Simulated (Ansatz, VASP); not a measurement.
TaSi2 in VASP and in Ansatz

```
Ta Si
1.0
     4.80167    0.00000    0.00000
    -2.40084    4.15837    0.00000
     0.00000    0.00000    6.60903
Ta Si
3 6
Direct
  0.00000 0.50000 0.16667
  0.50000 0.50000 0.83333
  0.50000 0.00000 0.50000
  0.84080 0.68159 0.50000
  0.15920 0.84080 0.83333
  0.68159 0.84080 0.16667
  0.15920 0.31841 0.50000
  0.84080 0.15920 0.83333
  0.31841 0.15920 0.16667
```

Alike in both runs: functional PBE; k mesh 6 × 6 × 4; occupations gaussian, width 0.1 eV; no spin polarisation.

Ansatz relaxed the structure, and its values are those at the end. VASP's run is a single point on that final structure, the one shown.

|  | VASP | Ansatz |
| --- | --- | --- |
| version | VASP 6.6.1 | Ansatz 0.2.0 |
| potentials or method | VASP PAW PBE potentials, release 64 (Ta_pv, Si) | scalar-relativistic, plane waves, PAW |
| plane-wave cutoff (eV) | 520 | 420 |
| valence electrons in the cell | 57 | 63 |

Ansatz gave:

```
gap on the k mesh at the Fermi level (eV) : none
pressure (GPa)                            : -0.1
rms of the force components (eV/Å)        : 0.003
```

Estimate VASP's values.

gap on the k mesh at the Fermi level (eV): none; pressure (GPa): 0.0; rms of the force components (eV/Å): 0.001.

A gap of «none» marks a metal or a gap that the smearing closes. The functional is the same, so the differences come from potentials, cutoffs and numerics. The two sets of potentials don't hold the same shells in valence. Ansatz warned: «structure_snapped_to_symmetry».

The runs have no spin-orbit coupling, so splittings on Ta are missing.
